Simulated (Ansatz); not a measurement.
**Convergence of Al2Ru with the k-point mesh**

Theory: Ansatz, DFT r2SCAN, scalar-relativistic, plane waves, PAW.

```
Al Ru
1.0
     0.00000    3.98984    4.39153
     2.35247    0.00000    4.39153
     2.35247    3.98984    0.00000
Al Ru
4 2
Direct
  0.07906 0.42094 0.07906
  0.42094 0.07906 0.42094
  0.17094 0.82906 0.17094
  0.82906 0.17094 0.82906
  0.75000 0.75000 0.75000
  0.50000 0.50000 0.50000
```

- plane-wave cutoff: 500 eV
- occupation rule: Gaussian smearing, 0.01 eV
- spin treatment: unpolarised

The atoms are held and the k-point mesh is swept. Energies are extrapolated to zero smearing and count from the reference run, 16×16×16. The cell isn't necessarily relaxed at this level. The meshes are Γ-centred. Pressure is positive in compression.

Times are rough; the reference took 3 min on 1 thread of Arm Neoverse V2 (shared host), peak memory 1.6 GiB.

(1) One run gave ΔE = 1124 meV/atom and P = 2.50 GPa. Which k-point mesh did it use, of 1×1×1, 2×2×2, 4×4×4, 6×6×6, 8×8×8, 10×10×10, 12×12×12, 14×14×14?

Results:

(1) 1×1×1. All runs:

```csv
mesh,ΔE (meV/atom),P (GPa),largest change of a force component (eV/Å),gap on mesh (eV),irreducible points,wall time (s)
1×1×1,1124,2.50,0.433,1.436,1,5.6
2×2×2,17.7,0.68,0.005,0.384,5,6.3
4×4×4,0.05,0.05,0.001,0.255,18,10
6×6×6,0.01,0.04,0.000,0.167,46,19
8×8×8,0.01,0.04,0.000,0.196,95,33
10×10×10,0.00,0.04,0.000,0.174,171,61
12×12×12,0.00,0.04,0.000,0.167,280,88
14×14×14,0.00,0.04,0.000,0.180,428,160
16×16×16,0.00,0.04,0.000,0.168,621,180
```